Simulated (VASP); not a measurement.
# How uniaxial stress along [001] changes CdTe (F-43m), part 2 of 2

How do the elastic response and the band edges of CdTe follow uniaxial stress along [001]?

VASP 6.6.1, plane waves and PAW; the level of theory is named at each step.

So far: The starting structure; Relax the crystal, LDA; Strain across the axis, LDA; Band edges, TB-mBJ with spin-orbit coupling; Band edges, r2SCAN with spin-orbit coupling.

### 5. Band edges, r2SCAN with spin-orbit coupling (continued)

Level of this step: r2SCAN, spin-orbit coupling; plane waves and PAW (Cd, Te); cell typed or built by script (VASP).

OUTCAR, selected parts (step 5):

```text
  Total        1.2213307      1.2213307      1.1786084      0.0000000     -0.0000000      0.0000000
  in kB       29.6041665     29.6041665     28.5686071      0.0000000     -0.0000000      0.0000000
  external PRESSURE =      29.2589800 kB  Pullay stress =       0.0000000 kB

  FREE ENERGIE OF THE ION-ELECTRON SYSTEM (eV)
  ---------------------------------------------------
  free  energy   TOTEN  =      -790.8152836313 eV

  energy  without entropy=     -790.8152836313  energy(sigma->0) =     -790.81528363

[... 3 parts as in an earlier step ...]

[... 1 further part left out ...]
[key lines of the parts left out:]
E-fermi :   2.9035
```

Numbers from this step:

| Item | Value |
| --- | --- |
| energy(sigma→0) of the program | -790.8153 eV |
| stress, compression positive | xx, yy, zz 2.96, 2.96, 2.86 GPa |

The run ends at a pressure of 2.93 GPa.

### 6. All members

Runs beyond LDA use the data sets made with LDA; this shifts their levels slightly, and their total energies have another zero (at TB-mBJ, which has no energy functional, they mean nothing).

The other members went through these steps as far as the tables show, with the same cutoff and, step by step, the same mesh; 41 runs are not shown. The session took 6.3 core hours (wall time by ranks) on a shared machine.

| strain along the axis (%) | strain across the axis (%) | stress along the axis, tension positive (GPa) | energy above the unstrained row (meV/atom) | gap on the mesh, LDA (eV) |
| --- | --- | --- | --- | --- |
| -2.000 | 0.829 | -0.486 | 1.121 | 0.592 |
| -1.500 | 0.620 | -0.371 | 0.650 | 0.605 |
| -1.000 | 0.414 | -0.252 | 0.315 | 0.618 |
| -0.500 | 0.208 | -0.128 | 0.090 | 0.631 |
| 0 | 0.000 | -0.003 | 0.000 | 0.644 |
| 0.500 | -0.199 | 0.131 | 0.049 | 0.633 |
| 1.000 | -0.401 | 0.267 | 0.230 | 0.621 |
| 1.500 | -0.601 | 0.404 | 0.542 | 0.609 |
| 2.000 | -0.800 | 0.546 | 1.008 | 0.597 |

Slopes at zero strain, from cubics through all rows: strain ratio -0.407, stress over strain 26 GPa.

Band edges at TB-mBJ with spin-orbit coupling, counted from the valence-band top at Γ, spin-orbit pairs averaged, with one row partly withheld:

| strain along the axis (%) | gap (eV) | conduction band at Γ (eV) | Δ or X valley along z (eV) | Δ or X valley along x (eV) | lowest conduction level at L, [111] (eV) | lowest conduction level at L, [-111] (eV) | second valence level below the top (eV) | third valence level below the top (eV) |
| --- | --- | --- | --- | --- | --- | --- | --- | --- |
| -2.000 | 1.616 | 1.616 | 2.790 | 2.965 | 2.360 | 2.360 | 0.060 | 0.856 |
| -1.500 | 1.623 | 1.623 | 2.829 | 2.960 | 2.370 | 2.370 | 0.045 | 0.847 |
| -1.000 | 1.628 | 1.628 | 2.868 | 2.955 | 2.380 | 2.380 | 0.030 | 0.839 |
| -0.500 | 1.634 | 1.634 | 2.907 | 2.950 | 2.388 | 2.388 | 0.015 | 0.831 |
| 0 | 1.640 | 1.640 | 2.945 | 2.945 | 2.396 | 2.396 | 0.000 | 0.823 |
| 0.500 | 1.629 | 1.629 | 2.967 | 2.925 | 2.387 | 2.387 | 0.015 | 0.830 |
| 1.000 | 1.618 | 1.618 | 2.989 | 2.905 | 2.377 | 2.377 | 0.030 | 0.838 |
| 1.500 | ? | ? | 3.010 | 2.885 | 2.366 | 2.366 | 0.046 | 0.847 |
| 2.000 | 1.594 | 1.594 | 3.032 | 2.864 | 2.355 | 2.355 | 0.061 | 0.856 |

Conduction masses, in electron masses:

| strain along the axis (%) | conduction mass at Γ, along the strain axis or the normal of the plane | conduction mass at Γ, across the strain axis or in the plane |
| --- | --- | --- |
| -2.000 | 0.140 | 0.138 |
| -1.500 | 0.139 | 0.138 |
| -1.000 | 0.139 | 0.138 |
| -0.500 | 0.139 | 0.138 |
| 0 | 0.139 | 0.139 |
| 0.500 | 0.138 | 0.139 |
| 1.000 | 0.138 | 0.138 |
| 1.500 | 0.137 | 0.139 |
| 2.000 | 0.137 | 0.139 |

Band edges at r2SCAN with spin-orbit coupling, counted from the valence-band top at Γ, spin-orbit pairs averaged:

| strain along the axis (%) | gap (eV) | conduction band at Γ (eV) | Δ or X valley along z (eV) | Δ or X valley along x (eV) | lowest conduction level at L, [111] (eV) | lowest conduction level at L, [-111] (eV) | second valence level below the top (eV) | third valence level below the top (eV) |
| --- | --- | --- | --- | --- | --- | --- | --- | --- |
| -2.000 | 1.071 | 1.071 | 2.394 | 2.545 | 1.957 | 1.957 | 0.064 | 0.875 |
| -1.500 | 1.077 | 1.077 | 2.435 | 2.544 | 1.968 | 1.968 | 0.048 | 0.865 |
| -1.000 | 1.083 | 1.083 | 2.471 | 2.543 | 1.977 | 1.977 | 0.033 | 0.856 |
| -0.500 | 1.089 | 1.089 | 2.506 | 2.541 | 1.986 | 1.986 | 0.016 | 0.847 |
| 0 | 1.094 | 1.094 | 2.539 | 2.539 | 1.994 | 1.994 | 0.000 | 0.839 |
| 0.500 | 1.083 | 1.083 | 2.557 | 2.522 | 1.984 | 1.984 | 0.016 | 0.847 |
| 1.000 | 1.071 | 1.071 | 2.572 | 2.505 | 1.973 | 1.973 | 0.033 | 0.856 |
| 1.500 | 1.058 | 1.058 | 2.587 | 2.486 | 1.961 | 1.961 | 0.049 | 0.865 |
| 2.000 | 1.046 | 1.046 | 2.603 | 2.468 | 1.948 | 1.948 | 0.065 | 0.875 |

Conduction masses, in electron masses:

| strain along the axis (%) | conduction mass at Γ, along the strain axis or the normal of the plane | conduction mass at Γ, across the strain axis or in the plane |
| --- | --- | --- |
| -2.000 | 0.090 | 0.091 |
| -1.500 | 0.091 | 0.091 |
| -1.000 | 0.090 | 0.091 |
| -0.500 | 0.090 | 0.091 |
| 0 | 0.091 | 0.091 |
| 0.500 | 0.090 | 0.090 |
| 1.000 | 0.091 | 0.090 |
| 1.500 | 0.091 | 0.090 |
| 2.000 | 0.091 | 0.089 |

### 7. Fit and prediction

The quantity to fit is the conduction level at Γ above the mean of the three top valence levels at TB-mBJ with spin-orbit coupling: 1.921, 1.920, 1.918, 1.916, 1.914, 1.911, 1.907, 1.900 eV in the rows shown.

Fitting a parabola to the 8 known rows (e: strain in %) gives E = − 7.17e-4 e² − 0.005334 e + 1.914 in eV; the residuals are 1.0e-4 eV r.m.s.

For the withheld row, e = 1.5, the fit gives 1.9040 eV.

### 8. Prediction against calculation

The calculation gives 1.9039 eV, so the prediction is 0.0001 eV too high.

### 9. What came out

```yaml
poisson_ratio: 0.407
young_s_modulus_along_the_axis: 26 GPa
gap_of_the_unstrained_cell_tb_mbj_with_spin_orbit_coupling: 1.64 eV
gap_of_the_unstrained_cell_r2scan_with_spin_orbit_coupling: 1.09 eV
slope_at_zero_strain_of_the_conduction_level_at_gamma_above_the_mean_of_the_three_top_valence_levels_tb_mbj_with_spin_orbit_coupling: -5 meV per %
error_of_the_predicted_row: 0.1 meV
```

In words: As a check, the curvature of the energy gives 26 GPa for the same modulus (energy per volume = E/2 × strain²), 1 % from the slope of the stress. At TB-mBJ with spin-orbit coupling the lowest conduction valley is Γ throughout, and the gap runs between 1.59 and 1.64 eV. At r2SCAN with spin-orbit coupling the lowest conduction valley is Γ throughout, and the gap runs between 1.05 and 1.09 eV. Hole masses are left out throughout, since the top bands are degenerate or cross in many series; of conduction masses, those of the Γ, L and (for Si and Ge under (001) strain) Δ valleys are kept where they change by under an eighth between rows. TB-mBJ is a potential fitted for gaps; it has no energy functional, so its total energies and forces mean nothing, and its bands tend to come out too narrow. r2SCAN opens gaps somewhat over GGA but leaves them below measured values as a rule. Δ or X levels are the lowest on their line, refined by a parabola unless they lie at X; the gap is read from all points sampled and can differ from the lowest valley by some meV, or by tens of meV where strain moves the valence top off Γ. Temperature, zero-point motion and excitons are left out.

[Lines on the potential files, build, host, timing and source positions are cut from VASP's logs without a mark.]

[Logs are printed without paths, hosts, clocks, repeated set-up lines and the standing remarks that a program may print on its own settings, such as how far it seeks lower states.]

[Hosts, paths, dates, database ids (printed as entryN), source tags and the programs' standing remarks are cut or masked in the printed files.]

[In band tables of VASP the shares of atoms and orbitals are scaled to a sum of 1 inside the atoms' spheres.]
